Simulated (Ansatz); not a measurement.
Runs of Ansatz 0.2.0 on Cu. The structure is cubic, space group Fm-3m (No. 225). Conventional cell: a = 3.615 Å, b = 3.615 Å, c = 3.615 Å, α = 90.00°, β = 90.00°, γ = 90.00°. Around Cu (site symmetry m-3m) lie 12 Cu at 2.56 Å. 

| task | level | cell | k mesh | cutoff (eV) | smearing | phonon path | basis error allowed | gap on the mesh (eV) | pressure (GPa) | relaxed volume (Å³/atom) |
| --- | --- | --- | --- | --- | --- | --- | --- | --- | --- | --- |
| elastic constants | PBE | as given | 10 × 10 × 10 | 316 | fermi-dirac 0.05 eV | - | 0.001 eV/atom | none | 1.8 | - |
| relaxation of cell and atoms | BLYP+D4 | relaxed | 13 × 13 × 13 | - | fermi-dirac 0.05 eV | - | 0.001 eV/atom | - | 0.0 | (a) |
| single point | PBE | as given | 9 × 9 × 9 | 272 | fermi-dirac 0.03 eV | - | 0.002 eV/atom | none | 1.8 | - |
| single point | PBE | as given | 13 × 13 × 13 | 295 | gaussian 0.023 eV | - | 0.001 eV/atom | none | 1.7 | - |
| relaxation of cell and atoms | revPBE+D3(BJ) | relaxed | 13 × 13 × 13 | - | fermi-dirac 0.05 eV | - | 0.001 eV/atom | - | 0.0 | 10.99 |
| band structure | LDA | as given | 13 × 13 × 13 | 295 | fermi-dirac 0.05 eV | - | 0.001 eV/atom | - | -12.7 | - |

Alike in all rows: potentials or basis all-electron LAPW, scalar-relativistic; no spin polarisation.

Task: Estimate the missing entries.

Result: (a) 11.43.

Caveats: the k mesh is thin for a metal, which can move the energy by tens of meV per atom (some runs); a metal's response needs a denser mesh (some runs); elastic constants of metals need much finer meshes, so these are rough (some runs).

A gap of «none» marks a metal or a gap under the smearing width.
